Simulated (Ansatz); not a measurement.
SrO in the rocksalt structure, relaxed with r2SCAN in Ansatz. It is cubic, Fm-3m (No. 225); conventional cell a = 5.160 Å, 17.17 Å³ an atom. Sr is surrounded by 6 O at 2.58 Å; O is surrounded by 6 Sr at 2.58 Å.

The axes x, y and z are those of this cell:
```yaml
crystal:
  lattice:
    - [0.00000, 2.57989, 2.57989]
    - [2.57989, 0.00000, 2.57989]
    - [2.57989, 2.57989, 0.00000]
  atoms:
    - { symbol: Sr, position: [0.00000, 0.00000, 0.00000] }
    - { symbol: O, position: [0.50000, 0.50000, 0.50000] }
```

Unstrained: PBE gives an indirect gap of 3.318 eV, from Γ to X; the least direct gap is 3.403 eV at X. With r2SCAN the valence top lies at Γ and the conduction bottom at X, 3.799 eV higher; the smallest vertical gap, at X, is 3.880 eV. With HSE06 the valence top lies at Γ and the conduction bottom at X, 4.794 eV higher; the smallest vertical gap, at X, is 4.890 eV. Meshes: PBE 8×8×8, r2SCAN 8×8×8, HSE06 6×6×6. Strains are changes of length per length. After each strain the atoms were relaxed again with r2SCAN within the symmetry that the strain leaves, so tilts or polar shifts that break it weren't tested; points keep the names that they have in the unstrained zone. Calculated for a static, non-magnetic cell.

Question: Estimate what epitaxial +2.49 % in the xy plane, free normal strain -1.24 % does to the gap.

Answer: PBE: the gap goes from 3.318 to 3.165 eV (-0.153 eV); with r2SCAN the top three valence levels at Γ, degenerate before, become 1+2 from the top over 117 meV. r2SCAN: the gap goes from 3.799 to 3.637 eV (-0.162 eV). HSE06: the gap goes from 4.794 to 4.643 eV (-0.151 eV). The r2SCAN energy rises by 12.3 meV an atom.

Question: One strain changed the r2SCAN stress by xx +1.82, yy +1.82, zz +1.82 GPa (compression positive) and the gap by -0.009 eV (PBE), -0.007 eV (r2SCAN), -0.002 eV (HSE06). Which kind of strain was it, and roughly how large?

Answer: Isotropic -0.62 % on every length. The pattern of the stress gives the kind; the size needs the stiffness, so it is an estimate.

Question: One strain changed the r2SCAN stress by xx +1.61, yy +1.61, zz +1.61, xy +0.59, xz +0.59, yz +0.59 GPa (compression positive) and the gap by -0.033 eV (PBE), -0.032 eV (r2SCAN), -0.027 eV (HSE06). Which kind of strain was it, and roughly how large?

Answer: Uniaxial -1.66 % along [111], other directions held. The pattern of the stress gives the kind; the size needs the stiffness, so it is an estimate.

The meshes of the hybrids are coarse, so their gaps aren't converged to the digits shown.

The splittings at Γ are without spin-orbit coupling, which regroups them where it is of like size or larger.
